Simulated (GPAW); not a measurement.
**Cl in GPAW: the effect of volume scale**

Crystal: Cl.

```
Cl
1.0
     3.08080   -2.20407    0.00000
     3.08080    2.20407    0.00000
     0.00000    0.00000    8.04240
Cl
4
Cartesian
  3.0808 0.5731 3.2170
  3.0808 1.6310 7.2382
  3.0808 -0.5731 4.8254
  3.0808 -1.6310 0.8042
```

Alike in all runs:

| Quantity | Value |
| --- | --- |
| Program | GPAW 26.7.0 |
| Task | dielectric tensor |
| Functional | LDA |
| Potentials or basis | the program's PAW data sets (release 1.2.1) made for this functional |
| Cutoff | 400 eV |
| Basis | pw |
| k mesh | 6 × 6 × 3 |
| Occupations | fermi-dirac, width 0.001 eV |
| Spin | no spin polarisation |

```tsv
volume scale	gap on the mesh (eV)	dielectric constant (mean)
0.94	2.56	3.27
0.96	2.48	3.24
0.98	2.40	3.22
1	?	?
1.02	2.26	3.17
1.04	2.19	3.15
1.06	2.13	3.13
```

Question: What does the run with volume scale 1 give?

Answer: gap on the mesh 2.33 eV; dielectric constant 3.20 mean.

Worked out: A straight line through the other rows of the gap on the mesh, of slope -3.59 eV per unit of volume scale, gives 2.34 eV, against the run's 2.33. A straight line through the other rows of the dielectric constant, of slope -1.16  per unit of volume scale, gives 3.20 , against the run's 3.20.

Caveats: the long-wavelength limit can be off by a per cent or two; an odd mesh through Γ misses points on the zone boundary, where band edges often lie.
